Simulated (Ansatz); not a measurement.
# GaSb: the cost of one run

Method: DFT PBE, scalar-relativistic, plane waves, PAW, in Ansatz 0.2.0.

The COD entry's cell or inner coordinates are ideal or old and differ from later refinements, so a difference from it is no clean test against experiment.

1 further run of the same task is left out (set aside as unsound or not needed).

## 1. The system as given

It takes space group F-43m (No. 216, cubic). The conventional cell has a = 6.214 Å, b = 6.214 Å, c = 6.214 Å, α = 90.00°, β = 90.00°, γ = 90.00°. Ga (site symmetry -43m) has 4 Sb at 2.69 Å as nearest neighbours. Around Sb (site symmetry -43m) lie 4 Ga at 2.69 Å.

As a file:

```
CELL_PARAMETERS angstrom
0.00000 3.10692 3.10692
3.10692 0.00000 3.10692
3.10692 3.10692 0.00000
ATOMIC_POSITIONS crystal
Ga 0.00000 0.00000 0.00000
Sb 0.75000 0.75000 0.75000
```

This cell was relaxed beforehand with the same method: volume 29.99 Å³/atom, gap on the mesh none (metal).

## 2. Cutting the slab

Miller indices refer to the conventional cell of the relaxed bulk, F-43m (No. 216): a = 6.214 Å, b = 6.214 Å, c = 6.214 Å, α = 90.00°, β = 90.00°, γ = 90.00°.

A (111) slab, 4.5 Å thick as cut, with 16 Å of vacuum, in a 2×2 surface cell; its outer planes are Ga (top) and Sb (bottom).

The slab as cut. Its planes from the bottom up:

```csv
plane,atoms per cell,height over the lowest (Å)
1,Sb4,0.00
2,Ga4,0.90
3,Sb4,3.59
4,Ga4,4.48
```

## 3. Relaxing the clean slab

input.yaml reads:

```yaml
crystal:
  lattice:
    - [8.7876985899, 0.0, 0.0]
    - [-4.3938492949, 7.6103702196, 0.0]
    - [0.0, 0.0, 20.484453658]
  atoms:
    - { symbol: Sb, position: [0.5, 0.0, 0.3905400717] }
    - { symbol: Sb, position: [0.5, 0.5, 0.3905400717] }
    - { symbol: Sb, position: [0.0, 0.0, 0.3905400717] }
    - { symbol: Sb, position: [0.0, 0.5, 0.3905400717] }
    - { symbol: Ga, position: [0.1666666667, 0.8333333333, 0.434324043] }
    - { symbol: Ga, position: [0.1666666667, 0.3333333333, 0.434324043] }
    - { symbol: Ga, position: [0.6666666667, 0.8333333333, 0.434324043] }
    - { symbol: Ga, position: [0.6666666667, 0.3333333333, 0.434324043] }
    - { symbol: Sb, position: [0.6666666667, 0.8333333333, 0.565675957] }
    - { symbol: Sb, position: [0.6666666667, 0.3333333333, 0.565675957] }
    - { symbol: Sb, position: [0.1666666667, 0.8333333333, 0.565675957] }
    - { symbol: Sb, position: [0.1666666667, 0.3333333333, 0.565675957] }
    - { symbol: Ga, position: [0.3333333333, 0.6666666667, 0.6094599283] }
    - { symbol: Ga, position: [0.3333333333, 0.1666666667, 0.6094599283] }
    - { symbol: Ga, position: [0.8333333333, 0.6666666667, 0.6094599283] }
    - { symbol: Ga, position: [0.8333333333, 0.1666666667, 0.6094599283] }
basis:
  ecutwfc: 420
kpoints:
  mp_grid: { grid: [3, 3, 1] }
hamiltonian:
  xc: pbe
scf:
  occupations: { method: gaussian, width: 0.1 }
output:
  forces: true
  eigenvalues: true
  write_density: true
  write_potential: true
  elf: true
  volumetric_format: npy
relax:
  adjacent_minimum: "off"
  f_tol: 0.03
  max_steps: 70
  constraints: [{ sites: [0, 1, 2, 3, 4, 5, 6, 7] }]
efield:
  axis: 3
  dipole_correction: true
  ramp_width: 0.04
```

On the command line:

```sh
ansatz run input.yaml --threads 4 --pin off --max-ram 10240MiB --backend cpu --events-out ev --progress --plain --runs-dir out
```

What time and memory should one allow on 4 threads of Arm Neoverse V1, shared host?

About 88 s, with a peak of 2.5 GiB.
